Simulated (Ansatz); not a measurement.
# AlN: axial (c/a) deformation path

All numbers below come from DFT LDA, scalar-relativistic, plane waves, PAW in Ansatz 0.2.0. Settings: plane waves to 420 eV, k-mesh 12×12×6 (Γ-centred), Fermi–Dirac smearing 0.2 eV. No spin polarisation. Energies are free energies at this smearing, counted from the undisturbed cell; pressure is positive in compression.

Reference structure (as given, not relaxed at this level; it stands at -8.7 GPa; this form isn't the usual structure):

```
CELL_PARAMETERS angstrom
3.31212 0.00000 0.00000
-1.65606 2.86838 0.00000
0.00000 0.00000 4.18756
ATOMIC_POSITIONS crystal
Al 0.33333 0.66667 0.75000
Al 0.66667 0.33333 0.25000
N 0.33333 0.66667 0.25000
N 0.66667 0.33333 0.75000
```

At fixed volume and fractional coordinates, lengths along (0.000, 0.000, 1.000) are scaled against those across it; ρ is that ratio over its starting value. At -9 GPa the given cell is far from its own equilibrium, so these figures belong to a strongly strained crystal.

| ρ | ΔE (meV/atom) | pressure (GPa) | gap on the mesh (eV) |
| --- | --- | --- | --- |
| 0.800 | 220.6 | 5.0 | 3.14 |
| 0.850 | ? | ? | 3.58 |
| 0.920 | 24.5 | -8.5 | 3.53 |
| 0.960 | 5.5 | -9.2 | 3.39 |
| 1.000 | 0.0 | -8.7 | 3.28 |
| 1.050 | 8.2 | -6.5 | 3.16 |
| 1.100 | 30.2 | -3.1 | 3.08 |
| 1.200 | ? | 6.9 | ? |
| 1.300 | 235.0 | 19.8 | 3.15 |

Q: Give the withheld values.

A: ΔE (meV/atom) at ρ = 0.850: 105.0; pressure (GPa) at ρ = 0.850: -3.1; ΔE (meV/atom) at ρ = 1.200: 110.0; gap on the mesh (eV) at ρ = 1.200: 3.04.

Cost: 9 runs of about 0.51 core-minutes in all, on Intel Xeon Processor @ 2.70GHz (shared hosts).